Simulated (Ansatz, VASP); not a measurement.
## NaF: VASP beside Ansatz

The input INCAR:

```
SYSTEM = NaF
PREC = Accurate ; ENCUT = 520
EDIFF = 1E-6 ; ISMEAR = 0
SIGMA = 0.02 ; LREAL = .False.
LASPH = .True. ; NELM = 60
ALGO = Fast ; ISIF = 2
LWAVE = .False. ; LCHARG = .True.
GGA = PE ; LELF = .True.
LVHAR = .True. ; NBANDS = 14
```

The input KPOINTS:

```
regular mesh
0
Gamma
  10 10 10
  0 0 0
```

File POSCAR:

```
NaF
1.0
    0.0000000000      2.2220576308      2.2220576308
    2.2220576308      0.0000000000      2.2220576308
    2.2220576308      2.2220576308      0.0000000000
Na F
1 1
Direct
    0.0000000000      0.0000000000      0.0000000000
    0.5000000000      0.5000000000      0.5000000000
```

Input for Ansatz:

```yaml
crystal:
  lattice:
    - [0.0, 2.2220576308, 2.2220576308]
    - [2.2220576308, 0.0, 2.2220576308]
    - [2.2220576308, 2.2220576308, 0.0]
  atoms:
    - { symbol: Na, position: [0.0, 0.0, 0.0] }
    - { symbol: F, position: [0.5, 0.5, 0.5] }
basis:
  ecutwfc: 420
kpoints:
  mp_grid: { grid: [10, 10, 10] }
hamiltonian:
  xc: pbe
scf:
  occupations: { method: gaussian, width: 0.02 }
output:
  forces: true
  stress: true
  eigenvalues: true
  populations: true
```

Alike in both runs: task single point; functional PBE; k mesh 10 × 10 × 10; occupations gaussian, width 0.02 eV; no spin polarisation.

|  | VASP | Ansatz |
| --- | --- | --- |
| version | VASP 6.6.1 | Ansatz 0.2.0 |
| potentials or method | VASP PAW PBE potentials, release 64 (Na_pv, F) | scalar-relativistic, plane waves, PAW |
| plane-wave cutoff (eV) | 520 | 420 |
| valence electrons in the cell | 14 | 16 |

|  | VASP | Ansatz | Ansatz less VASP |
| --- | --- | --- | --- |
| gap on the k mesh at the Fermi level (eV) | 7.03 | 7.05 | +0.019 |
| least direct gap on the mesh (eV) | 7.03 | 7.05 | +0.019 |
| pressure (GPa) | 11.1 | 11.1 | -0.05 |

The two sets of potentials don't hold the same shells in valence.

A k mesh can miss the band edges.
